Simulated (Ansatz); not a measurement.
Rutile RuO2, treated with PBE (plane waves, PAW; Ansatz, a first-principles code).

Run with plane-wave cutoff 520 eV, 12×12×18 k mesh (along the axes of the cell as run), Fermi–Dirac smearing 0.05 eV, no spin polarisation, scalar-relativistic PAW data made under PBE.

Cell (relaxed at this level):

```
RuO2
1.0
    4.52329     0.00000     0.00000
    0.00000     4.52329     0.00000
    0.00000     0.00000     3.11903
Ru O
2 4
Cartesian
  0.00000   0.00000   0.00000
  2.26164   2.26164   1.55952
  1.38251   1.38251   0.00000
  3.64415   0.87913   1.55952
  0.87913   3.64415   1.55952
  3.14078   3.14078   0.00000
```

Q: What does this level give for the bulk modulus and pressure derivative B′ of the bulk modulus?

A: 
- bulk modulus: 251 GPa
- pressure derivative B′ of the bulk modulus: 4.8

The run finds no gap.

Measured, for comparison: bulk modulus 270 GPa (room temperature, not corrected to a static lattice; as tabulated in LI and ZENG (2008), arXiv:0807.3251). Computed (rounded) less measured: bulk modulus -7 %.

Note: the bulk modulus comes from volumes at which shape and atoms were relaxed.

Static lattice: no zero-point or thermal effects.

It cost about 12 core-minutes (a rough figure) of CPU time.
